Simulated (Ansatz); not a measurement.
# PtS2 (P-3m1) in Ansatz: notebook

The runs below take PtS2 through band structure, with PBE+U.

All numbers are computed with Ansatz 0.2.0; they aren't measurements. Logs are shortened: lines on timing, memory, paths and dates and some standing lists are left out, and cuts for length are marked.

## Step 1: Starting point

The structure is trigonal, space group P-3m1 (No. 164). Conventional cell: a = 3.543 Å, b = 3.543 Å, c = 5.039 Å, α = 90.00°, β = 90.00°, γ = 120.00°. Pt (site symmetry -3m) is surrounded by 6 S at 2.34 Å. Around S (site symmetry 3m) lie 3 Pt at 2.34 Å.

## Step 2: Band structure, PBE+U

input.yaml reads:

```yaml
crystal:
  lattice:
    - [3.5432, 0.0, 0.0]
    - [-1.7716, 3.0685012107, 0.0]
    - [0.0, 0.0, 5.0388]
  atoms:
    - { symbol: Pt, position: [0.0, 0.0, 0.0] }
    - { symbol: S, position: [0.6666666667, 0.3333333333, 0.773] }
    - { symbol: S, position: [0.3333333333, 0.6666666667, 0.227] }
hamiltonian:
  xc: pbe
  pseudopotentials: { kind: paw }
  hubbard: { sites: [{ species: Pt, l: d, u_eff: 4.0 }] }
kpoints:
  mp_grid: { grid: [9, 9, 5] }
  band_path:
    path:
      - [[0.0, 0.0, 0.0], [0.5, 0.0, 0.0], [0.3333333333, 0.3333333333, 0.0], [0.0, 0.0, 0.0], [0.0, 0.0, 0.5], [0.5, 0.0, 0.5], [0.3333333333, 0.3333333333, 0.5], [0.0, 0.0, 0.5]]
      - [[0.5, 0.0, 0.5], [0.5, 0.0, 0.0]]
      - [[0.3333333333, 0.3333333333, 0.0], [0.3333333333, 0.3333333333, 0.5]]
    npoints: 14
scf:
  occupations: { method: fermi_dirac, width: 0.05 }
  n_extra_bands: 7
output:
  forces: true
  stress: true
  eigenvalues: true
  fatbands: true
```

Potentials or basis: Ansatz PAW.

Started as:

```bash
> ansatz run input.yaml --threads 2 --pin off --max-ram 5632MiB --backend cpu --events-out ev --progress --plain --runs-dir out
```

What it wrote:

```text
Warning: RAYON_NUM_THREADS=2 ignored (pool sized by the plan → 2); use --threads N
Pt: projections on atomic orbitals take those of the free atom [Kr 4d10 4f14] 5s2 5p6 5d9 6s1, of charge +0.00 (hamiltonian.pseudopotentials.projection_atoms); the dataset's partial waves leave at most 9.1e-5 of an orbital's norm unspanned inside its sphere
S: projections on atomic orbitals take those of the free atom [Ne] 3s2 3p4, of charge +0.00 (hamiltonian.pseudopotentials.projection_atoms); the dataset's partial waves leave at most 1.6e-7 of an orbital's norm unspanned inside its sphere
scf.n_extra_bands = 7 over 15 filled bands (N_el = 30.0): the run solves 22 bands
Engine: ansatz 0.2.0, aarch64-unknown-linux-gnu
Pseudopotentials: kind: paw
Pseudopotential: Pt, paw, valence charge 18, recommended cutoff 420 eV (normal), Pt.paw.azcp
Pseudopotential: S, paw, valence charge 6, recommended cutoff 420 eV (normal), S.paw.azcp
Functional definition: PBE
  parameter kappa = 0.804
  parameter beta = 0.06672455060314922
  exchange = pbe_x(kappa = kappa, mu = beta*pi^2/3)
  correlation = pbe_c(beta = beta)
Crystal: 3 atoms, lattice volume = 54.783 Å³
Basis set: ecut = 420 eV, 1043 PW (Γ), exchange–correlation on 48×48×72 points (8 copies of the dense FFT grid, shifted against one another)
Bands: 22, of which v1, the nominal top of the filled ones, is band 15 counted from 1 (14 counted from 0)
Symmetry: 12 space group operations
Space group: P-3m1 (ITA 164), of the structure as read, at distance tolerance 3.8e-5 Å
k-points: 50 of 405
Non-local potential: Pt, projectors of the file, l = 0: 3, l = 1: 2, l = 2: 2, l = 3: 1
Non-local potential: S, projectors of the file, l = 0: 2, l = 1: 2, l = 2: 2
PAW form: soft (Blöchl's): semilocal exchange-correlation on the pseudo side does not see the compensation charge
PAW one-centre angular grid: Pt, 590 points (default); XC on 64 Gauss nodes
PAW one-centre angular grid: S, 110 points (default); XC on 64 Gauss nodes
Initial density: superposition of atomic densities (chi_scale 0.1, normalization cell, long waves of neutral atoms under a Hubbard term (reshape's long-wave potential 0.01 eV rms, cloud 2.41 Å wide))
Initial wavefunctions: pseudopotential atomic-orbital guess
Functional: x = pbe(κ = 0.804, μ = 0.2195149727645171), c = pbe(β = 0.06672455060314922)
SCF iter   1: F=—  HF=-14325.912667 eV  |F-HF|=—  |Δ(HF+E_count)|=         —  Δρ=6.09e-2  dr2=1.11e0  ethr=3.10e-3  ⟨swp⟩=5.8  Hψ=5522  notcnv=0  defer=11
preconditioner: auto → Resta (q_TF=auto, 2.468 Å⁻¹)  ε∞=4.6  [insulator: Δε(μ)=1.088 eV  Ē_g=12.389 eV  σ=0.050 eV  W_gap=1.00  n_scr=20 (ndim 8)  ℏωp=23.5 eV  f_vac=0.008  D(μ)=0.00/eV (n_scr^D=0)  ε∞_Penn≈4.6]
SCF iter   2: F=—  HF=-14326.006911 eV  |F-HF|=—  |Δ(HF+E_count)|=   9.42e-2  Δρ=2.85e-2  dr2=1.51e-1  ethr=3.10e-3  ⟨swp⟩=2.8  Hψ=2132  notcnv=0  defer=82
SCF iter   3: F=—  HF=-14326.073987 eV  |F-HF|=—  |Δ(HF+E_count)|=   6.71e-2  Δρ=1.24e-2  dr2=4.40e-2  ethr=5.02e-4  ⟨swp⟩=1.2  Hψ=1037  notcnv=0  defer=83
SCF iter   4: F=—  HF=-14326.080309 eV  |F-HF|=—  |Δ(HF+E_count)|=   6.32e-3  Δρ=1.20e-3  dr2=8.10e-4  ethr=1.47e-4  ⟨swp⟩=2.8  Hψ=2054  notcnv=0  defer=82
SCF iter   5: F=—  HF=-14326.081250 eV  |F-HF|=—  |Δ(HF+E_count)|=   9.41e-4  Δρ=2.21e-4  dr2=3.23e-5  ethr=2.70e-6  ⟨swp⟩=2.0  Hψ=1659  notcnv=0  defer=81
SCF iter   6: F=—  HF=-14326.081307 eV  |F-HF|=—  |Δ(HF+E_count)|=   5.65e-5  Δρ=4.67e-5  dr2=8.77e-7  ethr=1.08e-7  ⟨swp⟩=2.0  Hψ=1571  notcnv=0  defer=81
SCF iter   7: F=-14326.081308 eV  HF=-14326.081308 eV  |F-HF|=1.34e-7  |Δ(HF+E_count)|=   1.67e-6  Δρ=9.72e-6  dr2=4.15e-8  ethr=3.33e-10  ⟨swp⟩=10.1  Hψ=5642  notcnv=0
SCF 1 converged in 7 iterations: F = -14326.081308 eV  dr2 = 4.15e-8
NSCF: frozen V_eff on 129 k-points
SCF converged after 7 iterations
Free energy (F): -14326.081308 eV
Harris-Foulkes:  -14326.081308 eV  (|F-HF|=1.34e-7)
Internal energy: -14326.081301 eV  (E = F + TS)
E sigma→0 (E₀):  -14326.081305 eV
Entropy (-TS):   -0.000007 eV (-0.002 meV/atom)
Fermi energy:    11.300460 eV
--- Per-component energies (eV) ---
  E_band       = -327.691802
  E_kinetic    = 856.531815
  E_local      = -3147.742234  (includes V_loc(G=0)·N_el)
  E_nonlocal   = 255.882652
  E_hartree    = 1250.007165
  E_xc         = -457.903725
  E_vxc        = -480.317456  (∫ρ·V_xc dr)
  E_hubbard    = 1.920803  (on-site DFT+U / exact-exchange correction)
  E_vhub       = -13.499233  (the Hubbard potential's part of the band-sum identity)
  E_paw        = -10654.573592  (= ΣΔE_a)
  E_vpaw       = -298.563908  (= ΣTr[D̂ρ^β])
  E_aug_tail   = 0.000189  (compensation charges beyond the density's cutoff)
  E_ewald      = -2430.204375
  E_smearing   = -0.000007  (= −TS)
  E_closure    = 0.000000  (closes the sum)
  Σ components = -14326.081308   (vs F -14326.081308, Δ=0.00e0)
--- Forces (eV/Å), atoms counted from 1 ---
  atom   1  Pt    -0.00000000    -0.00000000     0.00000000
  atom   2  S      0.00000000    -0.00000000    -1.36056866
  atom   3  S     -0.00000000     0.00000000     1.36056866
  max |Σ_I F_I| component: 2.63e-30 eV/Å
--- Stress (GPa, compression-positive) ---
       12.661370       0.000000       0.000000
        0.000000      12.661370       0.000000
        0.000000       0.000000      11.003446
  P = ⅓ Tr σ = 12.1087 GPa (121.087 kbar)
--- Band table (eV; the first three rows and the last of 50) ---
  k-point 0: bands = ["-88.0555", "-42.3658", "-42.3658", "-42.1788", "-4.6575", "-1.4107", "3.2585", "3.3828", "3.3828", "5.5929", "5.5929", "8.4131", "9.7821", "9.7821", "10.7811", "13.2479", "13.2479", "15.7333", "16.7226", "18.8385", "18.8385", "22.8843"]
  k-point 1: bands = ["-88.0555", "-42.3658", "-42.3658", "-42.1788", "-4.5752", "-1.6549", "3.3900", "3.3900", "3.5940", "5.5827", "5.5827", "8.4159", "9.7136", "9.7136", "10.3707", "13.4102", "13.4102", "15.8601", "17.3241", "18.7514", "18.7514", "22.0026"]
  k-point 2: bands = ["-88.0556", "-42.3658", "-42.3658", "-42.1788", "-4.4202", "-2.0375", "3.4019", "3.4019", "4.1482", "5.5663", "5.5663", "8.4163", "9.6093", "9.6093", "9.7165", "13.6846", "13.6846", "16.3119", "18.1596", "18.5672", "18.5672", "20.7075"]
  k-point 49: bands = ["-88.0550", "-42.3832", "-42.3832", "-42.1753", "-2.4583", "-2.4583", "3.6933", "3.6933", "4.4503", "5.8168", "6.1000", "6.1000", "7.4649", "8.4345", "8.4345", "12.9379", "12.9379", "18.0440", "18.8817", "19.1805", "19.1805", "21.5258"]
Occupation matrices written to <dir>
```

Wall time 6 s (2 threads of Arm Neoverse V1, shared host); peak memory 0.38 GiB.

Results:

```
Free energy             : -14326.0813 eV
Pressure                : 12.1 GPa
Largest force           : 1.361 eV/Å
Band gap on the k mesh  : 0.95 eV, indirect (least direct gap 1.05 eV)
Band gap along the path : 0.92 eV, indirect (least direct gap 1.61 eV)
```

Forces in eV/Å, atoms in the order of the input:
```
Pt   0.000  0.000  0.000
S    0.000  0.000 -1.361
S    0.000  0.000  1.361
```

Levels at the corners of the path, in eV from the valence-band top:
| point | band 13 | band 14 | band 15 | band 16 | band 17 | band 18 |
| --- | --- | --- | --- | --- | --- | --- |
| Γ | -1.08 | -1.08 | -0.08 | 2.39 | 2.39 | 4.87 |
| M | -3.33 | -2.94 | -2.71 | 1.72 | 2.79 | 5.61 |
| K | -2.61 | -1.90 | -1.90 | 0.97 | 0.97 | 5.81 |
| Γ | -1.08 | -1.08 | -0.08 | 2.39 | 2.39 | 4.87 |
| A | -1.27 | -1.27 | -1.26 | 2.87 | 2.87 | 5.56 |
| L | -3.28 | -3.02 | -1.31 | 2.02 | 2.29 | 5.49 |
| H | -3.49 | -2.48 | -2.48 | 2.20 | 2.20 | 7.37 |
| A | -1.27 | -1.27 | -1.26 | 2.87 | 2.87 | 5.56 |
| L | -3.28 | -3.02 | -1.31 | 2.02 | 2.29 | 5.49 |
| M | -3.33 | -2.94 | -2.71 | 1.72 | 2.79 | 5.61 |
| K | -2.61 | -1.90 | -1.90 | 0.97 | 0.97 | 5.81 |
| H | -3.49 | -2.48 | -2.48 | 2.20 | 2.20 | 7.37 |

Eigenvalues of the final occupation matrices:
```tsv
site	spin	trace	eigenvalues
site 1	1	4.34	0.70 0.70 0.98 0.98 0.98
```

Caveat: spin-orbit coupling is left out, which moves the levels of the heavy elements; forces of over 1 eV/Å show positions far from the minimum, so gaps and moduli don't describe the material at rest.

(Part 1 of 2 ends here.)
